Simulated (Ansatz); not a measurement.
# ZnS: the gap against volume

ZnS, P6_3mc, a = 3.845 Å, c = 6.305 Å. The compound has several low-lying forms, and this is one of them. Ansatz: PBE, PAW, 420 eV, Γ-centred 12×12×6 mesh on 4 atoms, Gaussian smearing 0.02 eV; no spin polarisation. Shape and atoms are relaxed at each volume; x = ln(V/V0) with V0 = 20.188 Å³/atom. The gap is read at the mesh points alone.

| x | gap y (eV) |
| --- | --- |
| -0.0619 | 2.349 |
| -0.0305 | 2.215 |
| 0.0000 | ? |
| 0.0296 | 1.948 |
| 0.0583 | 1.827 |

Problem. Fit a straight line to the other rows, give the volume deformation potential of the gap and its pressure coefficient, and predict the missing gap. B0 = 69.1 GPa.

Solution. Means x = -0.001125, y = 2.0848; Σ(Δx)² = 0.009032, ΣΔxΔy = -0.03940; the slope is their ratio. y = 2.0798 − 4.3628 x. The slope is the deformation potential a = dE_g/d ln V = -4.36 eV, and dE_g/dP = −a/B0 = 63.1 meV/GPa. At x = 0.0000 the fit asked for gives 2.080 eV. The run gave 2.078 eV, so the fit is 0.002 eV too high, within twice the rms miss on the fitted rows (0.002 eV).

Semilocal functionals give gaps under the measured ones; changes of the gap mostly carry over better.